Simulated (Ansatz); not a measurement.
## Relaxing HfH₂

All numbers below come from DFT PBEsol, scalar-relativistic, plane waves, PAW (Ansatz 0.2.0). Run with 420 eV cutoff, 10×10×8 k-mesh, Gaussian smearing of 0.10 eV, no spin polarisation.

What was changed: uniaxial strain along c, with a, b and atoms relaxed: +2.0 %.

Spin–orbit coupling is left out, which can shift energies with elements as heavy as these.

Command:

```bash
ansatz run input.yaml --threads 1 --pin off --max-ram 2560MiB --backend cpu --events-out ev --progress --plain --runs-dir out
```

Input:

```yaml
crystal:
  lattice:
    - [3.446947809, 0.0, 0.0]
    - [0.0, 3.446947809, 0.0]
    - [0.0, 0.0, 4.3224250871]
  atoms:
    - { symbol: Hf, position: [0.0, 0.0, 0.0] }
    - { symbol: Hf, position: [0.5, 0.5, 0.5] }
    - { symbol: H, position: [0.0, 0.5, 0.25] }
    - { symbol: H, position: [0.5, 0.0, 0.25] }
    - { symbol: H, position: [0.5, 0.0, 0.75] }
    - { symbol: H, position: [0.0, 0.5, 0.75] }
basis:
  ecutwfc: 420
kpoints:
  mp_grid: { grid: [10, 10, 8] }
hamiltonian:
  xc: pbesol
scf:
  occupations: { method: gaussian, width: 0.1 }
output:
  forces: true
  stress: true
  eigenvalues: true
relax:
  adjacent_minimum: "off"
  f_tol: 0.008
  max_steps: 40
  cell: { stress_tol: 0.015, fix: [c, angles] }
```

F is the free energy. Steps run on the plane waves of an earlier cell, but the last one, and at times one on the way, on a freshly chosen basis, so a repeated geometry can differ a little in energy. The held parts of the cell keep their stress, so P needn't end at zero.

Steps:

```json
{"step": "1", "F − F(1) (eV)": "0.0000", "largest force component (eV/Å)": "0.000", "V (Å³/atom)": "8.559", "P (GPa)": "-1.21"}
{"step": "2", "F − F(1) (eV)": "-0.0002", "largest force component (eV/Å)": "0.000", "V (Å³/atom)": "8.507", "P (GPa)": "-0.22"}
{"step": "3", "F − F(1) (eV)": "-0.0003", "largest force component (eV/Å)": "0.000", "V (Å³/atom)": "8.540", "P (GPa)": "-0.84"}
{"step": "4", "F − F(1) (eV)": "-0.0001", "largest force component (eV/Å)": "0.000", "V (Å³/atom)": "8.540", "P (GPa)": "-0.84"}
```

Relaxed structure:

```yaml
crystal:
  lattice:
    - [3.44296, 0.00000, 0.00000]
    - [0.00000, 3.44296, 0.00000]
    - [0.00000, 0.00000, 4.32243]
  atoms:
    - { symbol: Hf, position: [0.00000, 0.00000, 0.00000] }
    - { symbol: Hf, position: [0.50000, 0.50000, 0.50000] }
    - { symbol: H, position: [0.00000, 0.50000, 0.25000] }
    - { symbol: H, position: [0.50000, 0.00000, 0.25000] }
    - { symbol: H, position: [0.50000, 0.00000, 0.75000] }
    - { symbol: H, position: [0.00000, 0.50000, 0.75000] }
```

Symmetry: I4/mmm, No. 139, tetragonal system. Conventional cell: a = 3.443 Å, b = 3.443 Å, c = 4.322 Å, α = 90.00°, β = 90.00°, γ = 90.00°. Around Hf (site symmetry 4/mmm) lie 8 H at 2.03 Å. H (site symmetry -4m2) has 4 Hf at 2.03 Å and 2 H at 2.16 Å as nearest neighbours.

The run converged. The run took 40 s on 1 thread of Arm Neoverse V1, with other jobs on the host, peak memory 0.41 GiB.